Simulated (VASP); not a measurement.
# BaS (Fm-3m) in VASP: further runs

One crystal, BaS, is run at these levels: PBE; tasks: band structure.

All numbers are computed with VASP 6.6.1; they aren't measurements. Logs are shortened: lines on timing, memory, paths and dates and some standing lists are left out, and cuts for length are marked.

**Experimental background.**

A printed reference work, monograph, original work of 1988 reports, for a bulk crystal of BaS at 2 K: band gap 3.806 eV (indirect).

The results are compared with them further down.

## 1. Starting point

It takes space group Fm-3m (No. 225, cubic). The conventional cell has a = 6.388 Å, b = 6.388 Å, c = 6.388 Å, α = 90.00°, β = 90.00°, γ = 90.00°. Ba (site symmetry m-3m) has 6 S at 3.19 Å as nearest neighbours. S (site symmetry m-3m) has 6 Ba at 3.19 Å as nearest neighbours.

## 2. Band structure, PBE

Contents of INCAR:

```
PREC = Accurate
ENCUT = 520
EDIFF = 1E-7
ISMEAR = -1
SIGMA = 0.05
LREAL = F
LASPH = T
NELM = 80
ALGO = Fast
ISIF = 2
LWAVE = F
LCHARG = F
GGA = PE
```

Contents of KPOINTS:

```
regular mesh
0
Gamma
  7 7 7
```

Contents of POSCAR:

```
BaS
1.0
    0.0000000000      3.1937500000      3.1937500000
    3.1937500000      0.0000000000      3.1937500000
    3.1937500000      3.1937500000      0.0000000000
Ba S
1 1
Direct
    0.0000000000      0.0000000000      0.0000000000
    0.5000000000      0.5000000000      0.5000000000
```

Contents of KPOINTS_OPT:

```
path GXWKGLUWLK,UX
15
line-mode
reciprocal
 0.0000000000  0.0000000000  0.0000000000  G
 0.5000000000  0.0000000000  0.5000000000  X

 0.5000000000  0.0000000000  0.5000000000  X
 0.5000000000  0.2500000000  0.7500000000  W

 0.5000000000  0.2500000000  0.7500000000  W
 0.3750000000  0.3750000000  0.7500000000  K

 0.3750000000  0.3750000000  0.7500000000  K
 0.0000000000  0.0000000000  0.0000000000  G

 0.0000000000  0.0000000000  0.0000000000  G
 0.5000000000  0.5000000000  0.5000000000  L

 0.5000000000  0.5000000000  0.5000000000  L
 0.6250000000  0.2500000000  0.6250000000  U

 0.6250000000  0.2500000000  0.6250000000  U
 0.5000000000  0.2500000000  0.7500000000  W

 0.5000000000  0.2500000000  0.7500000000  W
 0.5000000000  0.5000000000  0.5000000000  L

 0.5000000000  0.5000000000  0.5000000000  L
 0.3750000000  0.3750000000  0.7500000000  K

 0.6250000000  0.2500000000  0.6250000000  U
 0.5000000000  0.0000000000  0.5000000000  X
```

Potentials or basis: VASP PAW PBE potentials, release 64 (Ba_sv, S).

Run with:

```console
cat potpaw_PBE.64/Ba_sv/POTCAR potpaw_PBE.64/S/POTCAR > POTCAR
mpirun -np 1 vasp_std > vasp.out
```

OUTCAR:

```text
PREC = Accurate
   ENCUT = 520
   EDIFF = 1E-7
   ISMEAR = -1
   LREAL = F
   LASPH = T
   NELM = 80
   ISIF = 2
   GGA = PE

 ion  position               nearest neighbor table
   1  0.000  0.000  0.000-   2 3.19   2 3.19   2 3.19   2 3.19   2 3.19   2 3.19
   2  0.500  0.500  0.500-   1 3.19   1 3.19   1 3.19   1 3.19   1 3.19   1 3.19

  LATTYP: Found a face centered cubic cell.
 ALAT       =     6.3875000000

  Lattice vectors:

 A1 = (   0.0000000000,   3.1937500000,   3.1937500000)
 A2 = (   3.1937500000,   0.0000000000,   3.1937500000)
 A3 = (   3.1937500000,   3.1937500000,   0.0000000000)

Analysis of symmetry for initial positions (statically):
=====================================================================
 Subroutine PRICEL returns:
 Original cell was already a primitive cell.

 Routine SETGRP: Setting up the symmetry group for a
 face centered cubic supercell.

 Subroutine GETGRP returns: Found 48 space group operations
 (whereof 48 operations were pure point group operations)
 out of a pool of 48 trial point group operations.

The static configuration has the point symmetry O_h .

Analysis of symmetry for dynamics (positions and initial velocities):
=====================================================================
 Subroutine PRICEL returns:
 Original cell was already a primitive cell.

 Routine SETGRP: Setting up the symmetry group for a
 face centered cubic supercell.

 Subroutine GETGRP returns: Found 48 space group operations
 (whereof 48 operations were pure point group operations)
 out of a pool of 48 trial point group operations.

The dynamic configuration has the point symmetry O_h .

 Subroutine INISYM returns: Found 48 space group operations
 (whereof 48 operations are pure point group operations),
 and found     1 'primitive' translations

----------------------------------------------------------------------------------------

                                     Primitive cell

  volume of cell :      65.1527

  direct lattice vectors                    reciprocal lattice vectors
     0.000000000  3.193750000  3.193750000    -0.156555773  0.156555773  0.156555773
     3.193750000  0.000000000  3.193750000     0.156555773 -0.156555773  0.156555773
     3.193750000  3.193750000  0.000000000     0.156555773  0.156555773 -0.156555773

  length of vectors
     4.516644565  4.516644565  4.516644565     0.271162553  0.271162553  0.271162553

  position of ions in fractional coordinates (direct lattice)
     0.000000000  0.000000000  0.000000000
     0.500000000  0.500000000  0.500000000

  ion indices of the primitive-cell ions
   primitive index   ion index
                 1           1
                 2           2

----------------------------------------------------------------------------------------

 KPOINTS: regular mesh

Automatic generation of k-mesh.
 Grid dimensions read from file:
 generate k-points for:    7    7    7

 Generating k-lattice:

  Cartesian coordinates                     Fractional coordinates (reciprocal lattice)
    -0.022365110  0.022365110  0.022365110     0.142857143  0.000000000  0.000000000
     0.022365110 -0.022365110  0.022365110     0.000000000  0.142857143  0.000000000
     0.022365110  0.022365110 -0.022365110     0.000000000  0.000000000  0.142857143

  Length of vectors
     0.038737508  0.038737508  0.038737508

  Shift w.r.t. Gamma in fractional coordinates (k-lattice)
     0.000000000  0.000000000  0.000000000

 Subroutine IBZKPT returns following result:
 ===========================================

 Found     20 irreducible k-points:

 Following reciprocal coordinates:
            Coordinates               Weight
  0.000000  0.000000  0.000000      1.000000
  0.142857  0.000000  0.000000      8.000000
  0.285714  0.000000  0.000000      8.000000
  0.428571  0.000000  0.000000      8.000000
  0.142857  0.142857  0.000000      6.000000
  0.285714  0.142857  0.000000     24.000000
[... 12 lines left out ...]
 -0.428571  0.428571  0.142857     24.000000
 -0.285714  0.428571  0.142857     24.000000
[... 40 lines left out ...]
  ext. energy  EPLUGINS =         0.00000000
  ---------------------------------------------------
  free energy    TOTEN  =       -10.18472075 eV

  energy without entropy =      -10.18472075  energy(sigma->0) =      -10.18472075

 E-fermi :   2.5431     XC(G=0):  -8.6258

 val. band max:        1.4538634326   @ k =   0.0000   0.0000   0.0000
 cond. band min:       3.6205112052   @ k =   0.4286   0.4286   0.0000
 fundamental gap:      2.1666477726
 Fermi energy:         2.5430665823

 k-point     1 :       0.0000    0.0000    0.0000
  band No.  band energies     occupation
      1     -24.6207      2.00000
      2      -9.6763      2.00000
      3      -9.6763      2.00000
      4      -9.6763      2.00000
      5      -8.9065      2.00000
      6       1.4539      2.00000
      7       1.4539      2.00000
      8       1.4539      2.00000
      9       5.0535      0.00000
     10       5.3225      0.00000
     11       5.3225      0.00000
     12       5.3225      0.00000

 k-point     2 :       0.1429    0.0000    0.0000
  band No.  band energies     occupation
      1     -24.6123      2.00000
      2     -10.0432      2.00000
      3      -9.6837      2.00000
      4      -9.6837      2.00000
      5      -8.5221      2.00000
      6       0.9437      2.00000
      7       1.1885      2.00000
      8       1.1885      2.00000
      9       5.3361      0.00000
     10       5.6254      0.00000
     11       5.6254      0.00000
     12       5.8104      0.00000

 k-point     3 :       0.2857    0.0000    0.0000
  band No.  band energies     occupation
      1     -24.5934      2.00000
      2     -10.5102      2.00000
      3      -9.6999      2.00000
      4      -9.6999      2.00000
      5      -8.0131      2.00000
      6       0.1127      2.00000
      7       0.7149      2.00000
      8       0.7149      2.00000
      9       5.6905      0.00000
     10       6.4574      0.00000
     11       6.4574      0.00000
     12       7.1588      0.00000
[... 226 lines left out ...]
 k-point    19 :      -0.4286    0.4286    0.1429
  band No.  band energies     occupation
      1     -24.5648      2.00000
      2     -10.2763      2.00000
      3      -9.9447      2.00000
      4      -9.9142      2.00000
      5      -8.3933      2.00000
      6       0.5930      2.00000
      7       0.8309      2.00000
      8       1.1069      2.00000
      9       4.4463      0.00000
     10       7.2832      0.00000
     11       7.6332      0.00000
     12       8.5981      0.00000

 k-point    20 :      -0.2857    0.4286    0.1429
  band No.  band energies     occupation
      1     -24.5634      2.00000
      2     -10.3132      2.00000
      3     -10.0371      2.00000
      4      -9.8909      2.00000
      5      -8.2357      2.00000
      6       0.3129      2.00000
      7       0.8650      2.00000
      8       0.9349      2.00000
      9       5.3865      0.00000
     10       6.2993      0.00000
     11       7.8671      0.00000
     12       8.5368      0.00000

------------------------ aborting loop because EDIFF is reached ----------------------------------------

  FORCE on cell =-STRESS in cart. coord.  units (eV):
  Direction    XX          YY          ZZ          XY          YZ          ZX
  --------------------------------------------------------------------------------------
  -------------------------------------------------------------------------------------
  Total        0.5802337      0.5802337      0.5802337      0.0000000      0.0000000     -0.0000000
  in kB       14.2685816     14.2685816     14.2685816      0.0000000      0.0000000     -0.0000000
  external PRESSURE =      14.2685816 kB  Pullay stress =       0.0000000 kB

 VOLUME and BASIS-vectors are now :
 -----------------------------------------------------------------------------
  energy-cutoff  :      520.00
  volume of cell :       65.15
      direct lattice vectors                 reciprocal lattice vectors
     0.000000000  3.193750000  3.193750000    -0.156555773  0.156555773  0.156555773
     3.193750000  0.000000000  3.193750000     0.156555773 -0.156555773  0.156555773
     3.193750000  3.193750000  0.000000000     0.156555773  0.156555773 -0.156555773

 POSITION                                       TOTAL-FORCE (eV/Angst)
 -----------------------------------------------------------------------------------
      0.00000      0.00000      0.00000         0.000000      0.000000      0.000000
      3.19375      3.19375      3.19375        -0.000000     -0.000000     -0.000000
 -----------------------------------------------------------------------------------
    total drift:                                0.000000      0.000000      0.000000

  FREE ENERGIE OF THE ION-ELECTRON SYSTEM (eV)
  ---------------------------------------------------
  free  energy   TOTEN  =       -10.1847207534 eV

  energy  without entropy=      -10.1847207533  energy(sigma->0) =      -10.18472075
```

It took 40 s on 1 thread of Intel Xeon 6975P-C (Granite Rapids), shared host; peak memory 0.22 GiB.

Results:

```yaml
Free_energy: -10.1847 eV
Pressure: 1.4 GPa
Band_gap_on_the_k_mesh: 2.17 eV, indirect (least direct gap 2.31 eV)
Band_gap_along_the_path: 2.11 eV, indirect (least direct gap 2.24 eV)
```

Levels at the corners of the path, in eV from the valence-band top:
| point | band 5 | band 6 | band 7 | band 8 | band 9 | band 10 | band 11 | band 12 |
| --- | --- | --- | --- | --- | --- | --- | --- | --- |
| Γ | -10.36 | 0.00 | 0.00 | 0.00 | 3.60 | 3.87 | 3.87 | 3.87 |
| X | -10.27 | -0.52 | -0.14 | -0.14 | 2.11 | 5.93 | 6.03 | 7.50 |
| X | -10.27 | -0.52 | -0.14 | -0.14 | 2.11 | 5.93 | 6.03 | 7.50 |
| W | -9.73 | -1.12 | -0.49 | -0.49 | 4.29 | 4.29 | 6.30 | 6.89 |
| W | -9.73 | -1.12 | -0.49 | -0.49 | 4.29 | 4.29 | 6.30 | 6.88 |
| K | -9.77 | -0.95 | -0.61 | -0.54 | 3.29 | 5.96 | 6.60 | 6.76 |
| K | -9.77 | -0.95 | -0.61 | -0.54 | 3.29 | 5.96 | 6.60 | 6.76 |
| Γ | -10.36 | 0.00 | 0.00 | 0.00 | 3.60 | 3.87 | 3.87 | 3.87 |
| Γ | -10.36 | 0.00 | 0.00 | 0.00 | 3.60 | 3.87 | 3.87 | 3.87 |
| L | -9.12 | -1.94 | -1.09 | -1.09 | 5.54 | 5.69 | 6.31 | 6.31 |
| L | -9.12 | -1.94 | -1.09 | -1.09 | 5.54 | 5.69 | 6.31 | 6.31 |
| U | -9.77 | -0.95 | -0.61 | -0.54 | 3.29 | 5.96 | 6.60 | 6.76 |
| U | -9.77 | -0.95 | -0.61 | -0.54 | 3.29 | 5.96 | 6.60 | 6.76 |
| W | -9.73 | -1.12 | -0.49 | -0.49 | 4.29 | 4.29 | 6.30 | 6.88 |
| W | -9.73 | -1.12 | -0.49 | -0.49 | 4.29 | 4.29 | 6.30 | 6.89 |
| L | -9.12 | -1.94 | -1.09 | -1.09 | 5.54 | 5.69 | 6.31 | 6.31 |
| L | -9.12 | -1.94 | -1.09 | -1.09 | 5.54 | 5.69 | 6.31 | 6.31 |
| K | -9.77 | -0.95 | -0.61 | -0.54 | 3.29 | 5.96 | 6.60 | 6.76 |
| U | -9.77 | -0.95 | -0.61 | -0.54 | 3.29 | 5.96 | 6.60 | 6.76 |
| X | -10.27 | -0.52 | -0.14 | -0.14 | 2.11 | 5.93 | 6.03 | 7.50 |

Caveat: spin-orbit coupling is left out, which moves the levels of the heavy elements.

## 3. Band structure, PBE

POSCAR is that of step 2.

Contents of INCAR.step1:

```
PREC = Accurate
ENCUT = 600
EDIFF = 1E-7
ISMEAR = -1
SIGMA = 0.05
LREAL = F
LASPH = T
NELM = 100
ALGO = Normal
ISIF = 2
LWAVE = F
LCHARG = T
GGA = PE
NBANDS = 15
```

Contents of KPOINTS.step1:

```
regular mesh
0
Gamma
  7 7 7
```

Contents of INCAR.step2:

```
PREC = Accurate
ENCUT = 600
EDIFF = 1E-7
ISMEAR = 0
SIGMA = 0.05
LREAL = F
LASPH = T
NELM = 100
ALGO = Normal
ISIF = 2
LWAVE = F
LCHARG = F
GGA = PE
NBANDS = 15
ICHARG = 11
```

Contents of KPOINTS.step2:

```
path GXWKGLUWLK,UX
15
line-mode
reciprocal
 0.0000000000  0.0000000000  0.0000000000  G
 0.5000000000  0.0000000000  0.5000000000  X

 0.5000000000  0.0000000000  0.5000000000  X
 0.5000000000  0.2500000000  0.7500000000  W

 0.5000000000  0.2500000000  0.7500000000  W
 0.3750000000  0.3750000000  0.7500000000  K

 0.3750000000  0.3750000000  0.7500000000  K
 0.0000000000  0.0000000000  0.0000000000  G

 0.0000000000  0.0000000000  0.0000000000  G
 0.5000000000  0.5000000000  0.5000000000  L

 0.5000000000  0.5000000000  0.5000000000  L
 0.6250000000  0.2500000000  0.6250000000  U

 0.6250000000  0.2500000000  0.6250000000  U
 0.5000000000  0.2500000000  0.7500000000  W

 0.5000000000  0.2500000000  0.7500000000  W
 0.5000000000  0.5000000000  0.5000000000  L

 0.5000000000  0.5000000000  0.5000000000  L
 0.3750000000  0.3750000000  0.7500000000  K

 0.6250000000  0.2500000000  0.6250000000  U
 0.5000000000  0.0000000000  0.5000000000  X
```

Potentials or basis: VASP PAW PBE potentials, release 64 (Ba_sv_GW, S_GW).

Run with:

```console
cat potpaw_PBE.64/Ba_sv_GW/POTCAR potpaw_PBE.64/S_GW/POTCAR > POTCAR
cp INCAR.step1 INCAR
cp KPOINTS.step1 KPOINTS
mpirun -np 1 vasp_std > vasp.out
cp INCAR.step2 INCAR
cp KPOINTS.step2 KPOINTS
mpirun -np 1 vasp_std > vasp.out
```

Wall time 70 s (1 thread of Intel Xeon 6975P-C (Granite Rapids), shared host); peak memory 0.39 GiB.

Results (log left out):

```
Band gap on the k mesh  : 2.26 eV, indirect (least direct gap 2.38 eV)
Band gap along the path : 2.21 eV, indirect (least direct gap 2.31 eV)
```

Levels at the corners of the path, in eV from the valence-band top:
| point | band 6 | band 7 | band 8 | band 9 | band 10 | band 11 |
| --- | --- | --- | --- | --- | --- | --- |
| Γ | 0.00 | 0.00 | 0.00 | 3.69 | 3.97 | 3.97 |
| X | -0.45 | -0.11 | -0.11 | 2.21 | 6.03 | 6.12 |
| X | -0.45 | -0.11 | -0.11 | 2.21 | 6.03 | 6.12 |
| W | -1.06 | -0.42 | -0.42 | 4.30 | 4.30 | 6.37 |
| W | -1.06 | -0.42 | -0.42 | 4.30 | 4.30 | 6.37 |
| K | -0.88 | -0.55 | -0.47 | 3.34 | 5.92 | 6.67 |
| K | -0.88 | -0.55 | -0.47 | 3.34 | 5.92 | 6.67 |
| Γ | 0.00 | 0.00 | 0.00 | 3.69 | 3.97 | 3.97 |
| Γ | 0.00 | 0.00 | 0.00 | 3.69 | 3.97 | 3.97 |
| L | -1.85 | -1.01 | -1.01 | 5.55 | 5.64 | 6.41 |
| L | -1.85 | -1.01 | -1.01 | 5.55 | 5.64 | 6.41 |
| U | -0.88 | -0.55 | -0.47 | 3.34 | 5.92 | 6.67 |
| U | -0.88 | -0.55 | -0.47 | 3.34 | 5.92 | 6.67 |
| W | -1.06 | -0.42 | -0.42 | 4.30 | 4.30 | 6.37 |
| W | -1.06 | -0.42 | -0.42 | 4.30 | 4.30 | 6.37 |
| L | -1.85 | -1.01 | -1.01 | 5.55 | 5.64 | 6.41 |
| L | -1.85 | -1.01 | -1.01 | 5.55 | 5.64 | 6.41 |
| K | -0.88 | -0.55 | -0.47 | 3.34 | 5.92 | 6.67 |
| U | -0.88 | -0.55 | -0.47 | 3.34 | 5.92 | 6.67 |
| X | -0.45 | -0.11 | -0.11 | 2.21 | 6.03 | 6.12 |

Caveat: the log is that of the step along the path at fixed density, whose energy, stress, charges and moments have no meaning; spin-orbit coupling is left out, which moves the levels of the heavy elements.

## 4. Band structure, PBE

Contents of INCAR:

```
SYSTEM = BaS
ALGO     = Fast           ! electronic algorithm
EDIFF    = 1E-7           ! SCF threshold, eV
ENCUT    = 550            ! plane-wave cutoff, eV
GGA      = PE             ! functional
ISIF     = 2              ! what is computed and relaxed
ISMEAR   = -1             ! smearing method
LASPH    = .True.         ! aspherical terms in the spheres
LCHARG   = .False.        ! write CHGCAR
LREAL    = .False.        ! projectors in reciprocal space
LWAVE    = .False.        ! write WAVECAR
NBANDS   = 15             ! bands
NELM     = 100            ! most SCF steps
PREC     = Accurate       ! precision mode
SIGMA    = 0.05           ! smearing width, eV
```

Contents of KPOINTS:

```
k-points
0
Gamma
  7 7 7
  0 0 0
```

POSCAR is that of step 3.

KPOINTS_OPT, as its differences from that of step 2:

```diff
@@ -1,3 +1,3 @@
 path GXWKGLUWLK,UX
-15
+10
 line-mode
```

Run with:

```console
cat potpaw_PBE.64/Ba_sv_GW/POTCAR potpaw_PBE.64/S_GW/POTCAR > POTCAR
mpirun -np 1 vasp_std > vasp.out
```

It took 53 s on 1 thread of Intel Xeon 6975P-C (Granite Rapids), shared host; peak memory 0.23 GiB.

The run converged. Its results:

| Property | Result |
| --- | --- |
| Free energy | -11.6110 eV |
| Pressure | 0.8 GPa |
| Band gap on the k mesh | 2.26 eV, indirect (least direct gap 2.38 eV) |
| Band gap along the path | 2.21 eV, indirect (least direct gap 2.31 eV) |

Levels at the corners of the path, in eV from the valence-band top:
```tsv
point	band 6	band 7	band 8	band 9	band 10	band 11
Γ	0.00	0.00	0.00	3.69	3.97	3.97
X	-0.45	-0.11	-0.11	2.21	6.03	6.12
X	-0.45	-0.11	-0.11	2.21	6.03	6.12
W	-1.06	-0.42	-0.42	4.30	4.30	6.37
W	-1.06	-0.42	-0.42	4.30	4.30	6.37
K	-0.88	-0.55	-0.47	3.34	5.92	6.67
K	-0.88	-0.55	-0.47	3.34	5.92	6.67
Γ	0.00	0.00	0.00	3.69	3.97	3.97
Γ	0.00	0.00	0.00	3.69	3.97	3.97
L	-1.85	-1.01	-1.01	5.55	5.64	6.41
L	-1.85	-1.01	-1.01	5.55	5.64	6.41
U	-0.88	-0.55	-0.47	3.34	5.92	6.67
U	-0.88	-0.55	-0.47	3.34	5.92	6.67
W	-1.06	-0.42	-0.42	4.30	4.30	6.37
W	-1.06	-0.42	-0.42	4.30	4.30	6.37
L	-1.85	-1.01	-1.01	5.55	5.64	6.41
L	-1.85	-1.01	-1.01	5.55	5.64	6.41
K	-0.88	-0.55	-0.47	3.34	5.92	6.67
U	-0.88	-0.55	-0.47	3.34	5.92	6.67
X	-0.45	-0.11	-0.11	2.21	6.03	6.12
```

Caveat: spin-orbit coupling is left out, which moves the levels of the heavy elements.

## 5. Summary

| potentials or basis | cutoff (eV) | gap on the mesh (eV) | pressure (GPa) |
| --- | --- | --- | --- |
| VASP PAW PBE potentials, release 64 (Ba_sv, S) | 520 | 2.17 | 1.4 |
| VASP PAW PBE potentials, release 64 (Ba_sv_GW, S_GW) | 600 | 2.26 | - |
| VASP PAW PBE potentials, release 64 (Ba_sv_GW, S_GW) | 550 | 2.26 | 0.8 |

Alike in all rows: task band structure; level PBE; no spin polarisation; cell as given; k mesh 7 × 7 × 7; smearing fermi-dirac 0.05 eV.

Caveats: spin-orbit coupling is left out, which moves the levels of the heavy elements.

Absolute energies hang on the potentials; compare differences alone.

## 6. Against experiment

Step 2. A measured gap of BaS is 3.806 eV (indirect; 2 K; a printed reference work, monograph, original work of 1988); the calculated 2.11 eV misses it by -1.70 eV. Spin-orbit coupling on Ba is left out. The value is that of PBE, without temperature or zero-point motion. Semilocal functionals fall short of measured gaps as a rule.

Step 3. A measured gap of BaS is 3.806 eV (indirect; 2 K; a printed reference work, monograph, original work of 1988); the calculated 2.21 eV misses it by -1.60 eV. Spin-orbit coupling on Ba is left out. The value is that of PBE, without temperature or zero-point motion. Semilocal functionals fall short of measured gaps as a rule.

Step 4. A measured gap of BaS is 3.806 eV (indirect; 2 K; a printed reference work, monograph, original work of 1988); the calculated 2.21 eV misses it by -1.60 eV. Spin-orbit coupling on Ba is left out. The value is that of PBE, without temperature or zero-point motion. Semilocal functionals fall short of measured gaps as a rule.
